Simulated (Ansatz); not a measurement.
FeCo: energy less free atoms and pressure against volume scale

Periodic Kohn-Sham DFT of a crystal at fixed atoms, scaled to volume_scale times the given cell; pressure positive in compression, energy less spherical unpolarised free atoms, largest_vzz the field gradient of largest size among the nuclei. The results are calculated, by Ansatz 0.2.0.

The cell before it is scaled or strained (space group Pm-3m, No. 221):
```
FeCo
1.0
      2.8570     0.0000     0.0000
      0.0000     2.8570     0.0000
      0.0000     0.0000     2.8570
Fe Co
1 1
Direct
  0.50000 0.50000 0.50000
  0.00000 0.00000 0.00000
```

Settings of every row: method all-electron LAPW; functional PBE; relativity scalar; k mesh 13x13x13; filling fermi-dirac; smearing width 0.05 eV; basis error target 0.25 meV/atom; nucleus gaussian.

Atom:
```
element  start moment (bohr magneton)
     Fe                             3
     Co                             2
```

```
row  volume scale  V (Å³/atom)  energy less free atoms (eV/atom)  pressure (GPa)  cell moment (bohr magneton)
  1          0.95       11.077                           -8.7562           8.011                        4.468
  2         0.975       11.369                           -8.7657            2.46                        4.513
  3             1        11.66                                 ?               ?                            ?
  4         1.025       11.952                           -8.7573          -6.624                        4.582
  5          1.05       12.243                           -8.7418         -10.311                         4.61
```

Question: what energy less free atoms and pressure should row 3 give?

Worked fit of energy less free atoms. Take u = (V_r/V)^(2/3) − 1 with V_r = 11.66 Å³ an atom, which is twice the finite (Eulerian) strain; such expansions in the strain, on which the Birch-Murnaghan equation of state is built, carry the rest volume and the bulk modulus. The shown rows have u = 0.03479, 0.01699, -0.01635, -0.032. Least squares give energy less free atoms = −8.76565 − 0.2588 × u + 15.232 × u² eV/atom; a straight line predicts inner rows, each left out in turn, worse (root mean square 0.0098 against 0.00012 eV/atom). All shown rows lie on it to the printed digit. Its lowest point lies at u = 0.0085, or V = 11.51 Å³ an atom, and the curvature there gives the bulk modulus at fixed shape and fractions, B = (4/9)(1 + u)² E″(u)/V = 192 GPa. The withheld row has u = 0, so the fit gives −8.76565 − 0.2588 × (0) + 15.232 × (0)² = -8.7657 eV/atom.

The calculation gave -8.7656 eV/atom. The fit lies 0.0001 eV/atom (0.42 % of the column's range) below it, one unit of the last digit.

Worked fit of pressure. Take u = (V_r/V)^(2/3) − 1 with V_r = 11.66 Å³ an atom, which is twice the finite (Eulerian) strain; such expansions in the strain, on which the Birch-Murnaghan equation of state is built, carry the rest volume and the bulk modulus. The shown rows have u = 0.03479, 0.01699, -0.01635, -0.032. Least squares give pressure = −2.3811 + 272.152 × u + 762.27 × u² GPa; a straight line predicts inner rows, each left out in turn, worse (root mean square 0.49 against 0.0073 GPa). The rows lie off it by 0.001, -0.003, 0.003, -0.002. The pressure vanishes at u = 0.0085, or V = 11.51 Å³ an atom, and there the bulk modulus at fixed shape and fractions is B = −V dP/dV = (2/3)(1 + u) dP/du = 192 GPa. The withheld row has u = 0, so the fit gives −2.3811 + 272.152 × (0) + 762.27 × (0)² = -2.381 GPa.

The calculation gave -2.396 GPa. The fit lies 0.015 GPa (0.082 % of the column's range) above it; its largest miss of a shown row is 0.003 GPa.

The other values of row 3: cell moment 4.55 bohr magneton.
